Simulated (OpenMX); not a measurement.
Crystal: HfB2.

```
Hf B
1.0
     3.14000    0.00000    0.00000
    -1.57000    2.71932    0.00000
     0.00000    0.00000    3.48000
Hf B
1 2
Direct
  0.00000 0.00000 0.00000
  0.66667 0.33333 0.50000
  0.33333 0.66667 0.50000
```

Program: OpenMX 3.8.5. Alike in all runs: task band structure; no spin polarisation; cell as given; k mesh 11 × 11 × 9; smearing fermi-dirac 0.05 eV.

Task: Order these runs on this cell by their pressure, lowest first.
A. level LDA; potentials or basis OpenMX 2013 LDA set, Hf7.0-s3p2d2f1, B7.0-s2p2d1, grid cutoff 400 Ry
B. level PBE; potentials or basis OpenMX 2013 PBE set, Hf7.0-s3p2d2f1, B7.0-s2p2d1, grid cutoff 400 Ry
C. level PBE; potentials or basis OpenMX 2013 PBE set, Hf7.0-s3p2d2, B7.0-s2p2, grid cutoff 400 Ry

Result: A (-11.0 GPa), B (0.3 GPa), C (2.5 GPa).

Caveats: the basis of atomic orbitals isn't converged, which shifts pressures, moduli and gaps.

Not every run made on this cell is shown here.
